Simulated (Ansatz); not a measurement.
# V (hcp type): a single-point run

The task is a single-point run on V (hcp type). The structure is shown as the input types it.

Computed with Ansatz 0.2.0 (DFT, PBE, PAW with Ansatz's default frozen-core files, scalar-relativistic, unless a step's input says otherwise).

1 further run of the same task is left out (for a known fault of the program). Runs told in other sessions of the task aren't counted.

### 1 Starting point

It takes space group C2/m (No. 12, monoclinic). The conventional cell has a = 4.639 Å, b = 2.678 Å, c = 4.339 Å, α = 90.00°, β = 90.00°, γ = 90.00°. V (site symmetry m) has 10 V at 2.34 to 2.78 Å in its first shell of neighbours.

Coordinates:

```xyz
2
Lattice="2.6784 0.0000 0.0000 -1.3392 2.3195 0.0000 0.0000 0.0000 4.3390" Properties=species:S:1:pos:R:3 pbc="T T T"
V    -0.0804    1.5000    0.9546
V     1.4195    0.8196    3.3844
```

### 2 The run

File input.yaml:

```yaml
crystal:
  lattice:
    - [2.678366065, 0.0, 0.0]
    - [-1.3391830325, 2.3195330529, 0.0]
    - [0.0, 0.0, 4.3389530253]
  atoms:
    - { symbol: V, position: [0.2933333333, 0.6466666667, 0.22] }
    - { symbol: V, position: [0.7066666667, 0.3533333333, 0.78] }
kpoints:
  mp_grid: { grid: [13, 13, 7] }
scf:
  occupations: { method: fixed }
  max_iter: 50
hamiltonian:
  xc: pbe
  pseudopotentials: { kind: paw }
output:
  forces: true
  stress: true
  eigenvalues: true
  populations: true
```

Command:

```console
ansatz run input.yaml --threads 1 --pin off --max-ram 2048MiB --backend cpu --events-out ev --progress --plain --runs-dir out
```

Q: Will this input give a usable result? If not, why, and what should change?

This run ends as converged, with warnings (band overlap at count, metallic iterate). Convergence says nothing about whether the input makes sense.

The suspect setting: scf.occupations.method is fixed; scf.occupations.width is missing. What could go wrong: fixed occupations where they can't hold. The run converged, but that does not make its result sound.

The test: set scf.occupations.method to fermi_dirac and scf.occupations.width to 0.05.
